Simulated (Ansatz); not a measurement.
The system is Sb.

```
Sb
1.0
     4.52770    0.00000    0.00000
     0.00000    4.42110    0.00000
    -1.32052    0.00000    6.36435
Sb
4
Direct
  0.33993 0.25000 0.68367
  0.93664 0.75000 0.76276
  0.06336 0.25000 0.23724
  0.66007 0.75000 0.31633
```

This isn't the form of Sb at room conditions, which is rhombohedral.

```yaml
Program: Ansatz 0.2.0
Task: relaxation of cell and atoms
Functional: PBEsol
Potentials_or_basis: Ansatz PAW
Cutoff: "420 eV (not typed: the program's choice for these potentials)"
k_mesh: 6 × 6 × 4
Occupations: fermi-dirac, width 0.05 eV
Spin: no spin polarisation
```

At the start: volume 31.85 Å³/atom.

How do energy, volume and symmetry change on relaxing?

It ends after 14 steps and the volume is 28.80 Å³/atom (-9.6 %); space group P4/mmm (No. 123, to 0.05 Å).

The path:
| step | energy change (eV) | largest force (eV/Å) | volume (Å³) |
| --- | --- | --- | --- |
| 1 | 0.0000 | 0.1446 | 127.40 |
| 2 | -0.0542 | 0.1936 | 114.93 |
| 3 | -0.0753 | 0.0361 | 118.90 |
| 4 | -0.0880 | 0.0684 | 116.82 |
| 5 | -0.1495 | 0.1492 | 117.30 |
| 6 | -0.1891 | 0.1709 | 116.22 |
| 7 | -0.2535 | 0.0965 | 113.83 |
| 8 | -0.3142 | 0.0484 | 115.15 |
| 9 | -0.3458 | 0.1398 | 114.40 |
| 10 | -0.3659 | 0.0160 | 115.52 |
| 11 | -0.3659 | 0.0103 | 116.15 |
| 12 | -0.3691 | 0.0041 | 114.87 |
| 13 | -0.3693 | 0.0014 | 115.18 |
| 14 | -0.3676 | 0.0014 | 115.18 |

Final structure:
```
CELL_PARAMETERS angstrom
4.28094 0.00000 0.43881
0.00000 4.30141 0.00000
-0.63174 0.00000 6.19040
ATOMIC_POSITIONS crystal
Sb 0.25006 0.25000 0.74996
Sb 0.75001 0.75000 0.75012
Sb 0.24999 0.25000 0.24988
Sb 0.74994 0.75000 0.25004
```

Caveat: the plane-wave basis is chosen anew once the cell has moved, so the energies of steps on either side of that aren't comparable; the PAW data sets come from PBE, with cores solved anew for the run's functional, which leaves a small shift of forces and pressure.
